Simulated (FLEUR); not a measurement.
**Cr in FLEUR: the effect of fixed moment**

Cr:

```
CELL_PARAMETERS angstrom
1.14705 -2.46703 0.00000
1.14705 2.46703 0.00000
0.00000 0.00000 4.06431
ATOMIC_POSITIONS crystal
Cr 0.87053 0.12947 0.75000
Cr 0.12947 0.87053 0.25000
```

This isn't the form of Cr at room conditions, which is bcc.

Alike in all runs:

| Quantity | Value |
| --- | --- |
| Program | FLEUR MaX-R8.1 (later development tree) |
| Task | single point |
| Functional | PBEsol |
| Potentials or basis | all-electron |
| Basis | FLAPW |
| Kmax | 4.92 1/bohr |
| k mesh | 10 × 10 × 6 |
| Occupations | fermi-dirac, width 0.05 eV |
| Spin | collinear spin, ferromagnetic start |
| Starting moments | [3.0, 3.0] μB |

```tsv
fixed moment	energy over the lowest run (meV/atom)
1.2	0.0
2.4	220.4
3.6	?
4.8	1005.0
6	1579.5
7.2	2268.1
```

**Question.** What does the run with fixed moment 3.6 give?

**Answer.** Energy over the lowest run 561.9 meV/atom.

Worked out: A parabola through the other rows of the energy over the lowest run, of slope 329 meV/atom per unit of fixed moment there, gives 553.6 meV/atom, against the run's 561.9.

Caveats: the total moment is fixed, so each spin has its own Fermi level.
